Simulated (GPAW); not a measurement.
Nb3Sn:

```
CELL_PARAMETERS angstrom
5.28210 0.00000 0.00000
0.00000 5.28210 0.00000
0.00000 0.00000 5.28210
ATOMIC_POSITIONS crystal
Sn 0.50000 0.50000 0.50000
Sn 0.00000 0.00000 0.00000
Nb 0.00000 0.50000 0.25000
Nb 0.00000 0.50000 0.75000
Nb 0.50000 0.25000 0.00000
Nb 0.75000 0.00000 0.50000
Nb 0.50000 0.75000 0.00000
Nb 0.25000 0.00000 0.50000
```

| Property | Result |
| --- | --- |
| Program | GPAW 26.7.0 |
| Task | relaxation of cell and atoms |
| Functional | PBEsol |
| Potentials or basis | PAW data sets generated in the run's folder for this functional |
| Cutoff | 600 eV |
| Basis | pw |
| k mesh | 4 × 4 × 4 |
| Occupations | fermi-dirac, width 0.05 eV |
| Spin | no spin polarisation |

At the start: pressure -3.4 GPa; volume 18.42 Å³/atom.

Problem. How do energy, volume and symmetry change on relaxing?

Solution. Over 3 steps the energy falls by 4.0 meV/atom and the volume is 18.05 Å³/atom (-2.0 %); space group Pm-3n (No. 223, to 0.05 Å).

The path:
```
step  energy change (eV)  largest force (eV/Å)  pressure (GPa)  volume (Å³)
   1              0.0000                0.0000           -3.37       147.37
   2             -0.0062                0.0001           -3.03       147.07
   3             -0.0321                0.0000            0.07       144.40
```

Final structure:
```
Sn Nb
1.0
     5.24629    0.00000    0.00000
     0.00000    5.24629    0.00000
     0.00000    0.00000    5.24629
Sn Nb
2 6
Direct
  0.50000 0.50000 0.50000
  0.00000 0.00000 0.00000
  0.00000 0.50000 0.25000
  0.00000 0.50000 0.75000
  0.50000 0.25000 0.00000
  0.75000 0.00000 0.50000
  0.50000 0.75000 0.00000
  0.25000 0.00000 0.50000
```

Caveat: later steps reuse the first step's grids.
